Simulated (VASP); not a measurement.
A run of VASP 6.6.1 is set up as follows.

Contents of INCAR:

```
ALGO = Normal ; EDIFF = 1E-6
EDIFFG = -0.01 ; ENCUT = 600
GGA = PE ; IBRION = 2
ISIF = 3 ; ISMEAR = 0
KPAR = 2 ; LASPH = T
LCHARG = F ; LREAL = F
LWAVE = F ; NELM = 80
NSW = 90 ; PREC = Accurate
SIGMA = 0.03
```

Contents of KPOINTS:

```
k-points
0
Gamma
  12 12 6
```

The input POSCAR:

```
AlN
1.0
    3.1130000000      0.0000000000      0.0000000000
   -1.5565000000      2.6959370800      0.0000000000
    0.0000000000      0.0000000000      4.9810000000
Al N
2 2
Direct
    0.3333333300      0.6666666700      0.0000000000
    0.6666666700      0.3333333300      0.5000000000
    0.3333333300      0.6666666700      0.3800000000
    0.6666666700      0.3333333300      0.8800000000
```

Potentials or basis: VASP PAW PBE potentials, release 64 (Al, N).

Run with:

```console
$ cat potpaw_PBE.64/Al/POTCAR potpaw_PBE.64/N/POTCAR > POTCAR
$ mpirun -np 2 vasp_std > vasp.out
```

Estimate the band gap on the k mesh.

4.07 eV, direct.

Estimate the relaxed cell.

a = 3.127 Å, b = 3.127 Å, c = 5.018 Å, α = 90.00°, β = 90.00°, γ = 120.00°.

Predict the space group after relaxing (to 0.05 Å).

P6_3mc (No. 186).

The path:
| step | energy change (eV) | largest force (eV/Å) | pressure (GPa) | volume (Å³) |
| --- | --- | --- | --- | --- |
| 1 | 0.0000 | 0.1289 | 3.35 | 41.80 |
| 2 | -0.0017 | 0.0910 | -2.80 | 43.14 |
| 3 | -0.0083 | 0.0042 | 0.02 | 42.50 |

A k mesh can miss the band edges. PBE usually gives volumes a little too large and moduli too small.
